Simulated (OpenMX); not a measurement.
A run of OpenMX 3.8.5:

Contents of BaTe.dat:

```
System.CurrrentDirectory             ./
System.Name                          BaTe
DATA.PATH                            ./DFT_DATA13
level.of.stdout                      1
level.of.fileout                     0
Species.Number                       2
<Definition.of.Atomic.Species
  Ba  Ba10.0-s3p2d2          Ba_PBE13
  Te  Te7.0-s3p2d2f1         Te_PBE13
Definition.of.Atomic.Species>

Atoms.Number                         2
Atoms.SpeciesAndCoordinates.Unit     FRAC
<Atoms.SpeciesAndCoordinates
    1  Ba   -0.0040420000    0.0070370000   -0.0072940000   5.000  5.000
    2  Te    0.5045320000    0.5000230000    0.5071330000   8.000  8.000
Atoms.SpeciesAndCoordinates>

Atoms.UnitVectors.Unit               Ang
<Atoms.UnitVectors
     0.0000000000    3.4100000000    3.4100000000
     3.4100000000    0.0000000000    3.4100000000
     3.4100000000    3.4100000000    0.0000000000
Atoms.UnitVectors>

scf.XcType                           GGA-PBE
scf.SpinPolarization                 off
scf.ElectronicTemperature            580.226
scf.energycutoff                     160.0
scf.maxIter                          100
scf.EigenvalueSolver                 band
scf.Kgrid                            7 7 7
scf.Mixing.Type                      rmm-diisk
scf.Init.Mixing.Weight               0.05
scf.Min.Mixing.Weight                0.001
scf.Max.Mixing.Weight                0.3
scf.Mixing.History                   25
scf.Mixing.StartPulay                8
scf.criterion                        1.0e-8
scf.stress.tensor                    on
MD.Type                              nomd
```

Potentials or basis: OpenMX 2013 PBE set, Ba10.0-s3p2d2, Te7.0-s3p2d2f1, grid cutoff 160 Ry.

Command:

```console
$ openmx BaTe.dat -nt 1 > BaTe.std
```

Hardware: 1 thread of Arm Neoverse V2 (shared host).

Q: Estimate the wall time of this run.

A: It took 57 s on 1 thread of Arm Neoverse V2, with other jobs on the host, peak memory 0.52 GiB. Counts: k points 172, basis 45, scf iterations 18.
